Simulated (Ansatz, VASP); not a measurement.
## One calculation of B, two programs

```
CELL_PARAMETERS angstrom
1.86352 0.00000 0.00000
0.00000 1.86352 0.00000
0.00000 0.00000 1.86352
ATOMIC_POSITIONS crystal
B 0.00000 0.00000 0.00000
```

Alike in both runs: task single point; functional LDA; k mesh 17 × 17 × 17; occupations fermi-dirac, width 0.1 eV; non-collinear spin, spin-orbit coupling.

|  | VASP | Ansatz |
| --- | --- | --- |
| version | VASP 6.6.1 | Ansatz 0.2.0 |
| potentials or method | VASP PAW LDA potentials, release 64 (B) | plane waves (420 eV) with PAW, fully relativistic with spin-orbit coupling |
| plane-wave cutoff (eV) | 520 | 420 |
| valence electrons in the cell | 3 | 3 |

```tsv
	VASP	Ansatz	Ansatz less VASP
net moment per atom (μB)	0.00	0.00	0.000
```

Ansatz warned: «pseudo_functional_mismatch».
